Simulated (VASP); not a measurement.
# GaN (P6_3mc) in VASP: further runs

The runs below take GaN through single point, with PBEsol, r2SCAN.

Program: VASP 6.6.1. These are calculated values, not measurements. Logs are shortened: lines on timing, memory, paths and dates and some standing lists are left out, and cuts for length are marked.

**Measured values to compare with.**

“Studying electronic properties in GaN without electrical contacts using γ-γ vs e−-γ Perturbed Angular Correlations”, 2019, pmc:6823545 quotes, for a bulk crystal of GaN: band gap 3.503 ± 0.005 eV (direct).

The results are compared with them further down.

## 1. Starting point

Symmetry: P6_3mc, No. 186, hexagonal system. The conventional cell has a = 3.181 Å, b = 3.181 Å, c = 5.181 Å, α = 90.00°, β = 90.00°, γ = 120.00°. Ga (site symmetry 3m) has 4 N at 1.94 to 1.95 Å as nearest neighbours. N (site symmetry 3m) has 4 Ga at 1.94 to 1.95 Å as nearest neighbours.

The cell is a database's computed one.

## 2. Single point, PBEsol

File INCAR:

```
  PREC = Accurate
  ENCUT = 900
  EDIFF = 1E-6
  ISMEAR = 0
  SIGMA = 0.02
  LREAL = False
  LASPH = True
  NELM = 80
  ALGO = Normal
  ISIF = 2
  LWAVE = False
  LCHARG = True
  GGA = PS
  LELF = True
  LVHAR = True
  NBANDS = 26
```

File KPOINTS:

```
Automatic mesh
0
Gamma
  12 12 6
```

File POSCAR:

```
GaN
1.0
    3.1806700000      0.0000000000      0.0000000000
   -1.5903300000      2.7545400000      0.0000000000
    0.0000000000      0.0000000000      5.1815000000
Ga N
2 2
Direct
    0.6666700000      0.3333300000      0.4991600000
    0.3333300000      0.6666700000      0.9991600000
    0.6666700000      0.3333300000      0.8758400000
    0.3333300000      0.6666700000      0.3758400000
```

Potentials or basis: VASP PAW PBE potentials, release 64 (Ga_h, N_h).

Started as:

```bash
$ cat potpaw_PBE.64/Ga_h/POTCAR potpaw_PBE.64/N_h/POTCAR > POTCAR
$ mpirun -np 1 vasp_std > vasp.out
```

OUTCAR:

```text
PREC = Accurate
   ENCUT = 900
   EDIFF = 1E-6
   ISMEAR = 0
   LREAL = False
   LASPH = True
   NELM = 80
   ISIF = 2
   GGA = PS

 ion  position               nearest neighbor table
   1  0.667  0.333  0.499-   4 1.94   4 1.94   4 1.94   3 1.95
   2  0.333  0.667  0.999-   3 1.94   3 1.94   3 1.94   4 1.95
   3  0.667  0.333  0.876-   2 1.94   2 1.94   2 1.94   1 1.95
   4  0.333  0.667  0.376-   1 1.94   1 1.94   1 1.94   2 1.95

  LATTYP: Found a hexagonal cell.
 ALAT       =     3.1806700000
 C/A-ratio  =     1.6290592863

  Lattice vectors:

 A1 = (   3.1806700000,   0.0000000000,   0.0000000000)
 A2 = (  -1.5903300000,   2.7545400000,   0.0000000000)
 A3 = (   0.0000000000,   0.0000000000,   5.1815000000)

Analysis of symmetry for initial positions (statically):
=====================================================================
 Subroutine PRICEL returns:
 Original cell was already a primitive cell.

 Routine SETGRP: Setting up the symmetry group for a
 hexagonal supercell.

 Subroutine GETGRP returns: Found  4 space group operations
 (whereof  2 operations were pure point group operations)
 out of a pool of 24 trial point group operations.

The static configuration has the point symmetry C_1h.
 The point group associated with its full space group is C_2v.

Analysis of symmetry for dynamics (positions and initial velocities):
=====================================================================
 Subroutine PRICEL returns:
 Original cell was already a primitive cell.

 Routine SETGRP: Setting up the symmetry group for a
 hexagonal supercell.

 Subroutine GETGRP returns: Found  4 space group operations
 (whereof  2 operations were pure point group operations)
 out of a pool of 24 trial point group operations.

The dynamic configuration has the point symmetry C_1h.
 The point group associated with its full space group is C_2v.

 Subroutine INISYM returns: Found  4 space group operations
 (whereof  2 operations are pure point group operations),
 and found     1 'primitive' translations

----------------------------------------------------------------------------------------

                                     Primitive cell

  volume of cell :      45.3966

  direct lattice vectors                    reciprocal lattice vectors
     3.180670000  0.000000000  0.000000000     0.314399167  0.181517941  0.000000000
    -1.590330000  2.754540000  0.000000000     0.000000000  0.363037023  0.000000000
     0.000000000  0.000000000  5.181500000     0.000000000  0.000000000  0.192994307

  length of vectors
     3.180670000  3.180666616  5.181500000     0.363036636  0.363037023  0.192994307

  position of ions in fractional coordinates (direct lattice)
     0.666670000  0.333330000  0.499160000
     0.333330000  0.666670000  0.999160000
     0.666670000  0.333330000  0.875840000
     0.333330000  0.666670000  0.375840000

  ion indices of the primitive-cell ions
   primitive index   ion index
                 1           1
                 2           2
                 3           3
                 4           4

----------------------------------------------------------------------------------------

 KPOINTS: Automatic mesh

Automatic generation of k-mesh.
 Grid dimensions read from file:
 generate k-points for:   12   12    6

 Generating k-lattice:

  Cartesian coordinates                     Fractional coordinates (reciprocal lattice)
     0.026199931  0.015126495  0.000000000     0.083333333  0.000000000  0.000000000
     0.000000000  0.030253085  0.000000000     0.000000000  0.083333333  0.000000000
     0.000000000  0.000000000  0.032165718     0.000000000  0.000000000  0.166666667

  Length of vectors
     0.030253053  0.030253085  0.032165718

  Shift w.r.t. Gamma in fractional coordinates (k-lattice)
     0.000000000  0.000000000  0.000000000

 Subroutine IBZKPT returns following result:
 ===========================================

 Found    172 irreducible k-points:

 Following reciprocal coordinates:
            Coordinates               Weight
  0.000000  0.000000  0.000000      1.000000
  0.083333 -0.000000  0.000000      4.000000
 -0.083333  0.083333  0.000000      2.000000
  0.166667 -0.000000  0.000000      4.000000
 -0.166667  0.166667  0.000000      2.000000
  0.250000 -0.000000  0.000000      4.000000
[... 16 lines left out ...]
 -0.083333  0.416667  0.000000      4.000000
 -0.416667  0.333333  0.000000      4.000000
 [... further k-points ...]
   k-points           NKPTS =    172   k-points in BZ     NKDIM =    172   number of bands    NBANDS=     26
   number of dos      NEDOS =    301   number of ions     NIONS =      4
   total plane-waves  NPLWV =  55296
   dimension x,y,z NGX =    32 NGY =   32 NGZ =   54
   dimension x,y,z NGXF=    64 NGYF=   64 NGZF=  108
   ions per type =               2   2
   NGX,Y,Z   is equivalent  to a cutoff of  16.73, 16.73, 17.33 a.u.
   NGXF,Y,Z  is equivalent  to a cutoff of  33.45, 33.45, 34.65 a.u.
 SYSTEM =  unknown system
   PREC   = accura    normal or accurate (medium, high low for compatibility)
   ISTART =      0    job   : 0-new  1-cont  2-samecut
   ICHARG =      2    charge: 1-file 2-atom 10-const
   ISPIN  =      1    spin polarized calculation?
   LNONCOLLINEAR =      F non collinear calculations
   LSORBIT =      F    spin-orbit coupling
   LASPH  =      T    aspherical Exc in radial PAW
   ENCUT  =  900.0 eV  66.15 Ry    8.13 a.u.   7.78  7.78 12.67*2*pi/ulx,y,z
   NELM   =     80;   NELMIN=  2; NELMDL= -5     # of ELM steps
   EDIFF  = 0.1E-05   stopping-criterion for ELM
   LREAL  =      F    real-space projection
   EDIFFG = 0.1E-04   stopping-criterion for IOM
   NSW    =      0    number of steps for IOM
   IBRION =     -1    ionic relax: 0-MD 1-quasi-New 2-CG
   NFREE  =      0    steps in history (QN), initial steepest desc. (CG)
   ISIF   =      2    stress and relaxation
   ISYM   =      2    0-nonsym 1-usesym 2-fastsym
   POTIM  = 0.5000    time-step for ionic-motion
   TEBEG  =    0.0;   TEEND  =   0.0 temperature during run
   PSTRESS=    0.0 pullay stress
   NELECT =      36.0000    total number of electrons
   NUPDOWN=      -1.0000    fix difference up-down
   EMIN   =  10.00;   EMAX   =-10.00  energy-range for DOS
   EFERMI =   0.00;   METHOD = LEGACY
   ISMEAR =     0;   SIGMA  =   0.02  broadening in eV -4-tet -1-fermi 0-gaus
   EFERMI_NEDOS =   21; number of points for ismear=-14 and -15
   IALGO  =     38    algorithm
   IMIX   =      4    mixing-type and parameters
     AMIX     =   0.40;   BMIX     =  1.00
     AMIX_MAG =   1.60;   BMIX_MAG =  1.00
  volume/ion in A,a.u.               =      11.35        76.59
  Fermi-wavevector in a.u.,A,eV,Ry     =   1.515309  2.863519 31.241181  2.296162
  Thomas-Fermi vector in A             =   2.624850
   LORBIT       =      0    0 simple, 1 ext, 2 COOP (PROOUT), +10 PAW based schemes
   GGA     = PS    functional components
   LHFCALC =     F    Hartree Fock is set to
   AEXX    =    0.0000 exact exchange contribution
   IVDW    =     0    specifies the selected vdW correction
   LEPSILON=     F    determine dielectric tensor
   LRPA    =     F    only Hartree local field effects (RPA)
 non-spin polarized calculation
 Gauss-broadening in eV      SIGMA  =   0.02
  energy-cutoff  :      900.00
  volume of cell :       45.40
 maximum number of plane-waves:      2804
   NGX = 15   NGY = 15   NGZ = 25

 number of electron      35.9999999 magnetization

 Free energy of the ion-electron system (eV)
  ---------------------------------------------------
  ext. energy  EPLUGINS =         0.00000000
  ---------------------------------------------------
  free energy    TOTEN  =       -26.25314709 eV

  energy without entropy =      -26.25314709  energy(sigma->0) =      -26.25314709

 E-fermi :   6.9179     XC(G=0): -11.8545

 val. band max:        6.7958411706   @ k =   0.0000   0.0000   0.0000
 cond. band min:       8.6908245878   @ k =   0.0000   0.0000   0.0000
 fundamental gap:      1.8949834172
 Fermi energy:         6.9178777728

 k-point     1 :       0.0000    0.0000    0.0000
  band No.  band energies     occupation
      1      -9.2427      2.00000
      2      -8.2801      2.00000
      3      -6.6445      2.00000
      4      -6.6290      2.00000
      5      -6.6290      2.00000
      6      -6.5664      2.00000
[... 18 lines left out ...]
     25      18.4472      0.00000
     26      18.4476      0.00000

 k-point     2 :       0.0833   -0.0000    0.0000
  band No.  band energies     occupation
      1      -9.1720      2.00000
      2      -8.2615      2.00000
      3      -6.6383      2.00000
      4      -6.6186      2.00000
      5      -6.6070      2.00000
      6      -6.5586      2.00000
[... 18 lines left out ...]
     25      18.0901      0.00000
     26      18.6039      0.00000

 k-point     3 :      -0.0833    0.0833    0.0000
  band No.  band energies     occupation
      1      -9.1720      2.00000
      2      -8.2615      2.00000
      3      -6.6383      2.00000
      4      -6.6186      2.00000
      5      -6.6070      2.00000
      6      -6.5586      2.00000
[... 18 lines left out ...]
     25      18.0899      0.00000
     26      18.6042      0.00000

 k-point     4 :       0.1667   -0.0000    0.0000
  band No.  band energies     occupation
      1      -8.9787      2.00000
      2      -8.2156      2.00000
      3      -6.6137      2.00000
      4      -6.5932      2.00000
      5      -6.5505      2.00000
      6      -6.5196      2.00000
[... 18 lines left out ...]
     25      18.1026      0.00000
     26      18.9640      0.00000

 k-point     5 :      -0.1667    0.1667    0.0000
  band No.  band energies     occupation
      1      -8.9787      2.00000
      2      -8.2156      2.00000
      3      -6.6137      2.00000
      4      -6.5933      2.00000
      5      -6.5505      2.00000
      6      -6.5195      2.00000
[... 18 lines left out ...]
     25      18.1025      0.00000
     26      18.9643      0.00000

 k-point     6 :       0.2500   -0.0000    0.0000
  band No.  band energies     occupation
      1      -8.7214      2.00000
      2      -8.1649      2.00000
      3      -6.5881      2.00000
      4      -6.5682      2.00000
      5      -6.5036      2.00000
      6      -6.4610      2.00000
[... 427 lines left out ...]
 k-point    21 :      -0.3333    0.2500    0.0000
  band No.  band energies     occupation
      1      -8.5683      2.00000
      2      -8.1401      2.00000
      3      -6.5731      2.00000
      4      -6.5651      2.00000
      5      -6.4780      2.00000
      6      -6.4432      2.00000
[... 18 lines left out ...]
     25      17.7494      0.00000
     26      19.8524      0.00000

 k-point    22 :       0.3333    0.0833    0.0000
  band No.  band energies     occupation
      1      -8.3814      2.00000
      2      -8.1152      2.00000
      3      -6.5774      2.00000
      4      -6.5527      2.00000
      5      -6.4524      2.00000
      6      -6.4118      2.00000
[... 18 lines left out ...]
     25      18.3457      0.00000
     26      20.0853      0.00000

 k-point    23 :      -0.0833    0.4167    0.0000
  band No.  band energies     occupation
      1      -8.3814      2.00000
      2      -8.1152      2.00000
      3      -6.5774      2.00000
      4      -6.5527      2.00000
      5      -6.4524      2.00000
      6      -6.4118      2.00000
[... 18 lines left out ...]
     25      18.3455      0.00000
     26      20.0888      0.00000

 k-point    24 :      -0.4167    0.3333    0.0000
  band No.  band energies     occupation
      1      -8.3815      2.00000
      2      -8.1152      2.00000
      3      -6.5774      2.00000
      4      -6.5527      2.00000
      5      -6.4524      2.00000
      6      -6.4118      2.00000
[... 18 lines left out ...]
     25      18.3456      0.00000
     26      20.0881      0.00000

 [... further k-points ...]

------------------------ aborting loop because EDIFF is reached ----------------------------------------

  FORCE on cell =-STRESS in cart. coord.  units (eV):
  Direction    XX          YY          ZZ          XY          YZ          ZX
  --------------------------------------------------------------------------------------
  -------------------------------------------------------------------------------------
  Total        0.1483122      0.1489149      0.1574175      0.0005223      0.0000000      0.0000000
  in kB        5.2343680      5.2556382      5.5557199      0.0184335      0.0000000      0.0000000
  external PRESSURE =       5.3485754 kB  Pullay stress =       0.0000000 kB

 VOLUME and BASIS-vectors are now :
 -----------------------------------------------------------------------------
  energy-cutoff  :      900.00
  volume of cell :       45.40
      direct lattice vectors                 reciprocal lattice vectors
     3.180670000  0.000000000  0.000000000     0.314399167  0.181517941  0.000000000
    -1.590330000  2.754540000  0.000000000     0.000000000  0.363037023  0.000000000
     0.000000000  0.000000000  5.181500000     0.000000000  0.000000000  0.192994307

 POSITION                                       TOTAL-FORCE (eV/Angst)
 -----------------------------------------------------------------------------------
      1.59035      0.91817      2.58640        -0.000386      0.000223      0.004354
     -0.00001      1.83637      5.17715         0.000386     -0.000223      0.004354
      1.59035      0.91817      4.53816        -0.000385      0.000222     -0.004354
     -0.00001      1.83637      1.94741         0.000385     -0.000222     -0.004354
 -----------------------------------------------------------------------------------
    total drift:                               -0.000000     -0.000000      0.000938

  FREE ENERGIE OF THE ION-ELECTRON SYSTEM (eV)
  ---------------------------------------------------
  free  energy   TOTEN  =       -26.2531470906 eV

  energy  without entropy=      -26.2531470906  energy(sigma->0) =      -26.25314709
```

It took 3 min on 1 thread of Intel Xeon 6975P-C (Granite Rapids), shared host; peak memory 0.5 GiB.

What came out:

```yaml
Free_energy: -26.2531 eV
Pressure: 0.5 GPa
Largest_force: 0.004 eV/Å
Band_gap_on_the_k_mesh: 1.89 eV, direct
```

Forces on the atoms (eV/Å):
```
Ga   0.000  0.000  0.004
Ga   0.000  0.000  0.004
N    0.000  0.000 -0.004
N    0.000  0.000 -0.004
```

Levels at points of the mesh, in eV from the valence-band top:
```tsv
k point	band 16	band 17	band 18	band 19	band 20	band 21
(0.00, 0.00, 0.00)	-0.04	0.00	0.00	1.89	4.21	9.12
(0.50, 0.00, 0.00)	-2.80	-2.26	-1.02	4.94	5.52	5.95
(0.50, 0.50, 0.00)	-2.80	-2.26	-1.02	4.94	5.52	5.95
(0.00, 0.00, 0.50)	-0.54	-0.54	-0.54	4.22	4.22	8.38
(0.50, 0.00, 0.50)	-1.98	-1.93	-1.93	4.30	4.30	7.71
(0.50, 0.50, 0.50)	-1.98	-1.93	-1.93	4.30	4.30	7.71
```

Caveat: the cutoff is under 1.25 times the usual one of these potentials, so pressure, stress and relaxed cells hold a basis-set (Pulay) error; the PAW data sets were made with another functional, which shifts forces and pressure a little.

## 3. Single point, r2SCAN

Edit INCAR of step 2 so:

```diff
@@ -1,3 +1,3 @@
   PREC = Accurate
-  ENCUT = 900
+  ENCUT = 520
   EDIFF = 1E-6
@@ -12,3 +12,4 @@
   LCHARG = True
-  GGA = PS
+  METAGGA = R2SCAN
+  LMIXTAU = True
   LELF = True
```

KPOINTS is that of step 2.

POSCAR is that of step 2.

Potentials or basis: VASP PAW PBE potentials, release 64 (Ga_d, N).

Started as:

```bash
$ cat potpaw_PBE.64/Ga_d/POTCAR potpaw_PBE.64/N/POTCAR > POTCAR
$ mpirun -np 1 vasp_std > vasp.out
```

It took 5.6 min on 1 thread of Intel Xeon 6975P-C (Granite Rapids), shared host; peak memory 0.3 GiB.

It converged, with:

| Property | Result |
| --- | --- |
| Free energy | -43.8201 eV |
| Pressure | 1.4 GPa |
| Largest force | 0.003 eV/Å |
| Band gap on the k mesh | 2.36 eV, direct |

Forces on the atoms (eV/Å):
```
Ga  -0.001  0.000  0.003
Ga   0.001  0.000  0.003
N   -0.001  0.000 -0.003
N    0.001  0.000 -0.003
```

Stress tensor (GPa, compression positive):
```
1.46 0.00 0.00
0.00 1.47 0.00
0.00 0.00 1.24
```

Levels at points of the mesh, in eV from the valence-band top:
```
           k point  band 14  band 15  band 16  band 17  band 18  band 19  band 20  band 21  band 22  band 23
(0.00, 0.00, 0.00)    -1.07    -1.07    -0.04     0.00     0.00     2.36     4.83     9.97    10.60    10.60
(0.50, 0.00, 0.00)    -5.40    -4.31    -2.84    -2.25    -1.03     5.59     6.13     6.55     9.37    11.07
(0.50, 0.50, 0.00)    -5.40    -4.31    -2.84    -2.25    -1.04     5.59     6.13     6.55     9.37    11.07
(0.00, 0.00, 0.50)    -3.93    -0.55    -0.55    -0.55    -0.55     4.78     4.78     9.19     9.19    11.12
(0.50, 0.00, 0.50)    -6.73    -2.01    -2.01    -1.96    -1.96     4.90     4.90     8.43     8.43    10.78
(0.50, 0.50, 0.50)    -6.73    -2.01    -2.01    -1.96    -1.96     4.90     4.90     8.43     8.43    10.78
```

Caveat: the PAW data sets were made with another functional, which shifts forces and pressure a little.

## 4. How close it comes

Step 2. Against the measured gap of GaN, 3.503 eV (direct; quoted in “Studying electronic properties in GaN without electrical contacts using γ-γ vs e−-γ Perturbed Angular Correlations”, 2019, pmc:6823545), the calculated 1.89 eV is off by -1.61 eV. Spin-orbit coupling on Ga is left out. The value is that of PBEsol, without temperature or zero-point motion. Semilocal functionals fall short of measured gaps as a rule. The cell is a database's relaxed one, not the measured one, which moves gaps too.

Step 3. A measured gap of GaN is 3.503 eV (direct; quoted in “Studying electronic properties in GaN without electrical contacts using γ-γ vs e−-γ Perturbed Angular Correlations”, 2019, pmc:6823545); the calculated 2.36 eV misses it by -1.15 eV. Spin-orbit coupling on Ga is left out. The value is that of r2SCAN, without temperature or zero-point motion. The cell is a database's relaxed one, not the measured one, which moves gaps too.
